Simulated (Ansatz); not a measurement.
Before relaxation, (001) slab as cut from the bulk (Si$_{2}$Mo, I4/mmm (No. 139), (0 0 1) face):

```
CELL_PARAMETERS angstrom
3.21685 0.00000 0.00000
0.00000 3.21685 0.00000
0.00000 0.00000 24.21299
ATOMIC_POSITIONS crystal
Si 0.50000 0.50000 0.30975
Si 0.00000 0.00000 0.36509
Mo 0.50000 0.50000 0.41871
Si 0.00000 0.00000 0.47233
Si 0.50000 0.50000 0.52767
Mo 0.00000 0.00000 0.58129
Si 0.50000 0.50000 0.63491
Si 0.00000 0.00000 0.69025
```

These are results of DFT PBE, scalar-relativistic, plane waves, PAW in Ansatz, not measurements. Cutoff 420 eV; k points 11×11×1 on the computed 8-atom cell (Γ-centred); Gaussian smearing, width 0.10 eV; no spin polarisation. A dipole correction removes the field between periodic images along c.

All atoms are free. The cell is fixed. Force threshold 0.02 eV/Å.

```json
{"step": "1", "E − E_final (eV)": "0.020", "largest force (eV/Å)": "0.354"}
{"step": "2", "E − E_final (eV)": "0.002", "largest force (eV/Å)": "0.087"}
{"step": "3", "E − E_final (eV)": "0.000", "largest force (eV/Å)": "0.040"}
{"step": "4", "E − E_final (eV)": "0.000", "largest force (eV/Å)": "0.005"}
```

Problem. What is the final structure?

Solution.
```
CELL_PARAMETERS angstrom
3.21685 0.00000 0.00000
0.00000 3.21685 0.00000
0.00000 0.00000 24.21299
ATOMIC_POSITIONS crystal
Si 0.50000 0.50000 0.30886
Si 0.00000 0.00000 0.36272
Mo 0.50000 0.50000 0.41788
Si 0.00000 0.00000 0.47212
Si 0.50000 0.50000 0.52788
Mo 0.00000 0.00000 0.58212
Si 0.50000 0.50000 0.63728
Si 0.00000 0.00000 0.69114
```

Cost: 1 run of about 0.48 core-minutes, on AMD EPYC 9R45 (Zen 5) (shared hosts).